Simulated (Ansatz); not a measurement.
## Pb (I4/mmm)

All numbers below come from DFT PBE+D3(BJ), scalar-relativistic, plane waves, PAW (Ansatz).

Plane waves to 420 eV, a k mesh through Γ of 14×14×8 on the computed 2-atom cell and Gaussian smearing (0.10 eV); no spin polarisation.

The structure is relaxed at this level of theory with its symmetry kept.

```yaml
crystal:
  lattice:
    - [2.98731, -1.75543, -0.49403]
    - [2.98731, 1.75543, -0.49403]
    - [-3.07073, 0.00000, 6.31555]
  atoms:
    - { symbol: Pb, position: [0.00001, 0.00001, 0.25000] }
    - { symbol: Pb, position: [0.99999, 0.99999, 0.75000] }
```

(1) Density of states at the Fermi level?

(2) Löwdin character within 0.5 eV of the Fermi level?

(3) Bulk modulus?

(4) Its pressure derivative?

(5) Bader charges (e)?

Spin-orbit coupling is left out, which matters for the bands of heavy elements.

## Answers

(1) 1.02 states/eV per cell.

(2) Pb 6p 86 %, Pb 6s 11 %.

(3) 46 GPa.

(4) 4.8.

(5) Pb (2 in the cell) 0.00.

Cost: 9 runs of about 15 core-minutes in all, on Arm Neoverse V1 (shared hosts).